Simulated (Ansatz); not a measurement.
Level of theory: DFT PBE, scalar-relativistic, plane waves, PAW (Ansatz). Settings: cutoff 420 eV, Γ-centred meshes spaced at most about 0.3 Å⁻¹ (2π included), Gaussian smearing. No spin polarisation in the final relaxations.

All energies are static (0 K, no zero-point motion). All come from trial cells, and lower structures may exist.

Question: Order these relaxed structures of MgH2 by energy, lowest first, with the energy over the lowest of them.
1.

```
CELL_PARAMETERS angstrom
6.79610 0.00000 0.00000
0.00000 6.79610 0.00000
0.00000 0.00000 5.41354
ATOMIC_POSITIONS crystal
Mg 0.34807 0.00000 0.75000
Mg 0.65193 0.00000 0.25000
Mg 0.00000 0.34807 0.00000
Mg 0.00000 0.65193 0.50000
H 0.50000 0.09521 0.50000
H 0.50000 0.90479 0.00000
H 0.19608 0.19608 0.87500
H 0.19608 0.80392 0.62500
H 0.80392 0.19608 0.12500
H 0.80392 0.80392 0.37500
H 0.90479 0.50000 0.75000
H 0.09521 0.50000 0.25000
```

2.

```
CELL_PARAMETERS angstrom
0.00000 8.65006 8.65006
8.65006 0.00000 8.65006
8.65006 8.65006 0.00000
ATOMIC_POSITIONS crystal
Mg 0.80461 0.06513 0.06513
Mg 0.18487 0.18487 0.18487
Mg 0.18487 0.18487 0.44539
Mg 0.18487 0.44539 0.18487
Mg 0.06513 0.80461 0.06513
Mg 0.06513 0.06513 0.06513
Mg 0.06513 0.06513 0.80461
Mg 0.44539 0.18487 0.18487
H 0.88036 0.88036 0.11964
H 0.88036 0.11964 0.11964
H 0.88036 0.11964 0.88036
H 0.62500 0.12500 0.12500
H 0.13036 0.13036 0.36964
H 0.13036 0.36964 0.13036
H 0.12500 0.12500 0.12500
H 0.36964 0.13036 0.13036
H 0.13036 0.36964 0.36964
H 0.12500 0.12500 0.62500
H 0.36964 0.13036 0.36964
H 0.12500 0.62500 0.12500
H 0.36964 0.36964 0.13036
H 0.11964 0.88036 0.11964
H 0.11964 0.88036 0.88036
H 0.11964 0.11964 0.88036
```

Answer: 1 (0 meV/atom), 2 (33 meV/atom). Forms: 1 P4_122; 2 Fd-3m. Counting H atoms around Mg (those within 1.25 times the shortest such distance or 1.15 times the sum of covalent radii): cell 1 has Mg 4; cell 2 has Mg 4.

With hydrogen, zero-point motion can shift such differences by 10 meV/atom or more. Cells relaxed within their symmetry can be saddle points. The part of the Crystallography Open Database at hand lists MgH2 in space group No. 136, which no cell shown has. Some structure types and database cells were kept out of the candidates from the start, so a known form may be missing.
